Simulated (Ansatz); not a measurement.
TiTe2, DFT, PBEsol, all-electron LAPW, scalar-relativistic (Ansatz 0.2.0), run on 1 thread of AMD EPYC 9R45 96-Core Processor (Zen 5) on a shared host.

The cell is COD entry 1008063, as deposited and not checked against the literature; nothing was relaxed. The listed cell was then made from it by scaling, straining or moving an atom.

Command: `ansatz run input.yaml --threads 1 --pin off --max-ram 4096MiB --backend cpu --events-out ev --progress --plain --runs-dir out`

```yaml
crystal:
  lattice:
    - [3.7770008876, -0.0188850044, -0.0188850044]
    - [-1.9048553374, 3.280421221, -0.0069123914]
    - [-0.03249, -0.03249, 6.498]
  atoms:
    - { symbol: Ti, position: [0.0, 0.0, 0.0] }
    - { symbol: Te, position: [0.6666666667, 0.3333333333, 0.2628] }
    - { symbol: Te, position: [0.3333333333, 0.6666666667, 0.7372] }
kpoints:
  mp_grid: { grid: [13, 13, 7] }
  band_path:
    path:
      - [0.0, 0.0, 0.0]
      - [0.0, 0.0, 0.5]
      - [-0.5, 0.5, 0.0]
      - [0.0, 0.0, 0.0]
      - [0.0, -0.5, 0.0]
      - [-0.5, 0.0, 0.5]
      - [0.0, 0.0, 0.0]
      - [-0.5, 0.0, 0.0]
      - [0.0, -0.5, 0.5]
    npoints: 5
scf:
  occupations: { method: fermi_dirac, width: 0.03 }
hamiltonian:
  xc: pbesol
  pseudopotentials: { kind: all_electron, lapw: { basis_error: 0.001 } }
output:
  forces: true
  stress: true
  eigenvalues: true
```

Task: How large is the problem that the program sets up?

Result: 592 irreducible k-points, 713 plane waves at Γ, 36 bands.

Task: Estimate the wall time and the peak memory.

Result: 92 s of wall time for 8 SCF iterations, with a peak of 2.8 GiB. Times on shared machines scatter by tens of per cent.
